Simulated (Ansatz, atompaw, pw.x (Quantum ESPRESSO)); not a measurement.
**indium: does the PAW (atompaw) potential hold in the solid?**

* Element: indium (In)
* Generator: atompaw 4.2.0.5
* Type: PAW
* Functional: PBE
* Relativity: scalar-relativistic
* Frozen core: [Kr] 4d10
* Valence charge: 3
* Reference configuration: 5s2 5p1
* Partial waves: 5s (bound): rc 2.45 bohr; 5s channel at 0.45 Ry: rc 3.00 bohr; 5p (bound): rc 3.00 bohr; 5p channel at 1.75 Ry: rc 3.00 bohr; 5d channel at -0.1 Ry: rc 3.00 bohr; 5d channel at 0.7 Ry: rc 3.00 bohr
* Local potential: bessel scheme, radius 2.60 bohr
* Core correction: smooth core density matched at 2.50 bohr
* Augmentation charge: besselshape compensation charge, radius 2.35 bohr; PAW radius 3.00 bohr; waves and projectors: custom rrkj vanderbiltortho

Atomic tests: cutoffs needed: 6 Ry and 6 Ry (the cutoffs (Ry, on a coarse ladder) from which the occupation-weighted sum of valence levels, in a spherical-Bessel basis at the reference potential, stays within 10 and 1 mRy of its value at 400 Ry); ghost test: no extra level below or beside the all-electron valence levels (s, p, d, f tested) (spherical-Bessel basis up to 400 Ry, 20 bohr box); lowest eigenvalue of the overlap operator: 0.10 (s channel).

Crystal test: bcc In in pw.x 7.5, no spin, 12³ k-points, Fermi–Dirac smearing 0.01 Ry, cutoffs 40/400 Ry. The reference is all-electron LAPW (Ansatz 0.2.0) with the same functional, mesh and smearing; V0 and B0 come from Birch–Murnaghan fits to the pressures at five volumes. Errors are pseudo minus all-electron; Δ is the rms difference of the E(V) curves that follow from these fits, minima aligned, over ±6 % about the mean V0. Mesh and smearing are coarse, so the numbers serve the comparison and aren't converged zero-temperature values; the lattice is a test structure that the element need not adopt.

| V (Å³/atom) | P all-electron (GPa) | P pseudo (GPa) |
| --- | --- | --- |
| 26.725 | 1.56 | 2.16 |
| 27.429 | 0.54 | 1.06 |
| 28.132 | -0.33 | 0.11 |
| 28.835 | -1.07 | -0.70 |
| 29.539 | -1.70 | -1.38 |

All-electron: a0 = 3.819 Å (V0 = 27.85 Å³/atom), B0 = 33.9 GPa.

Pseudopotential: mean pressure error (GPa): +0.45; a0 (Å): 3.836; a0 error (%): +0.44; B0 error (%): +1.1; Δ (meV/atom): 2.8. The logarithmic derivative shows an extra or strongly shifted pseudo pole above the reference energy (d near 0.06 Ry).

**Question.** At the middle volume, how do free energy and pressure move when the wave cutoff is lowered (ecutrho held at 400 Ry)?

**Answer.**

```csv
cutoff (Ry),shift of F (meV/atom),shift of P (GPa)
18,+2.0,+0.00
24,+0.7,+0.00
32,+0.3,-0.00
```

The 8 pw.x runs together took about 94 s on one core of a shared server CPU.
